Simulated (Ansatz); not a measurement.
**CO2: how the settings move a single-point run**

Aim: see which settings change the result for CO2, by how much, and at what cost.

Computed with Ansatz 0.2.0 (reference: DFT, HSE06, plane waves, PAW, unless a step's input says otherwise).

## Step 1: Starting point

Symmetry: I-42d, No. 122, tetragonal system. Conventional cell: a = 3.910 Å, b = 3.910 Å, c = 5.935 Å, α = 90.00°, β = 90.00°, γ = 90.00°. Around C (site symmetry -4) lie 4 O at 1.39 Å. O (site symmetry 2) has 2 C at 1.39 Å as nearest neighbours.

Structure file:

```cif
data_structure
_symmetry_space_group_name_H-M 'P 1'
_symmetry_Int_Tables_number 1
_cell_length_a 4.0556
_cell_length_b 4.0556
_cell_length_c 4.0556
_cell_angle_alpha 122.367
_cell_angle_beta 122.367
_cell_angle_gamma 85.947
_cell_volume 45.36
loop_
_atom_site_label
_atom_site_type_symbol
_atom_site_fract_x
_atom_site_fract_y
_atom_site_fract_z
_atom_site_occupancy
C1 C 0.00000 0.00000 0.00000 1
C2 C 0.75000 0.25000 0.50000 1
O1 O 0.37500 0.29235 0.41735 1
O2 O 0.70765 0.12500 0.08265 1
O3 O 0.87500 0.95765 0.58265 1
O4 O 0.04235 0.62500 0.91735 1
```

## Step 2: Baseline

Contents of input.yaml:

```yaml
crystal:
  lattice:
    - [-1.9548127153, 1.9548127153, 2.9673315043]
    - [1.9548127153, -1.9548127153, 2.9673315043]
    - [1.9548127153, 1.9548127153, -2.9673315043]
  atoms:
    - { symbol: C, position: [0.0, 0.0, 0.0] }
    - { symbol: C, position: [0.75, 0.25, 0.5] }
    - { symbol: O, position: [0.375, 0.2923507872, 0.4173507872] }
    - { symbol: O, position: [0.7076492128, 0.125, 0.0826492128] }
    - { symbol: O, position: [0.875, 0.9576492128, 0.5826492128] }
    - { symbol: O, position: [0.0423507872, 0.625, 0.9173507872] }
kpoints:
  mp_grid: { grid: [4, 4, 4] }
hamiltonian:
  xc: hse06
scf:
  occupations: { method: fixed }
  n_extra_bands: 5
output:
  forces: true
  stress: true
  eigenvalues: true
```

The run is started by

```sh
$ ansatz run input.yaml --threads 4 --pin off --max-ram 4608MiB --backend cpu --events-out ev --progress --plain --runs-dir out
```

## Step 3: Changing settings: exchange pbe, correlation pbe, coeff 0.4, omega 0.5

Changes to input.yaml since step 2:

```diff
@@ -15,3 +15,3 @@
 hamiltonian:
-  xc: hse06
+  xc: { exchange: pbe, correlation: pbe, exx: { coeff: 0.4, omega: 0.5 } }
 scf:
```

## Step 4: Variant: exchange pbe, correlation pbe, coeff 0.75, omega 0.1

Changes to input.yaml since step 2:

```diff
@@ -15,3 +15,3 @@
 hamiltonian:
-  xc: hse06
+  xc: { exchange: pbe, correlation: pbe, exx: { coeff: 0.75, omega: 0.1 } }
 scf:
```

## Step 5: Variant: occupations.method cold, occupations.width 0.2

Changes to input.yaml since step 2:

```diff
@@ -17,3 +17,3 @@
 scf:
-  occupations: { method: fixed }
+  occupations: { method: cold, width: 0.2 }
   n_extra_bands: 5
```

**Question.** What will these runs give? Wanted: for each run, ending; energy change; pressure; gap; force.

As calculated:

```csv
run,ending,energy change,pressure (GPa),gap (eV),force (eV/Å),cycles,time
reference,converged,0,-3.8,9.97,0.41,15,14 s
"1: exchange pbe, correlation pbe, coeff 0.4, omega 0.5",converged,not comparable,-8.2,10.04,0.68,17,14 s
"2: exchange pbe, correlation pbe, coeff 0.75, omega 0.1",converged,not comparable,-24.9,15.62,1.62,22,17 s
"3: occupations.method cold, occupations.width 0.2",converged,0.0 meV/atom (σ→0),-3.8,9.97,0.41,12,12 s
```

Residual by cycle in the longest SCF loop of each run; runs are numbered as in the table. The quantity is the density residual dr2, in eV.

```csv
cycle,reference,run 1,run 2,run 3
1,0.0493,0.0992,0.274,0.0464
2,0.00493,0.0101,0.0694,0.00476
3,0.00193,0.00397,0.0239,0.00195
4,8.0e-5,1.9e-4,0.00334,6.7e-5
5,6.2e-5,1.6e-4,0.0015,6.1e-5
6,5.8e-6,2.3e-5,3.1e-4,3.4e-6
7,1.3e-6,5.0e-6,1.1e-4,-
```

What this shows: «occupations.method cold, occupations.width 0.2» leaves the energy as it was.
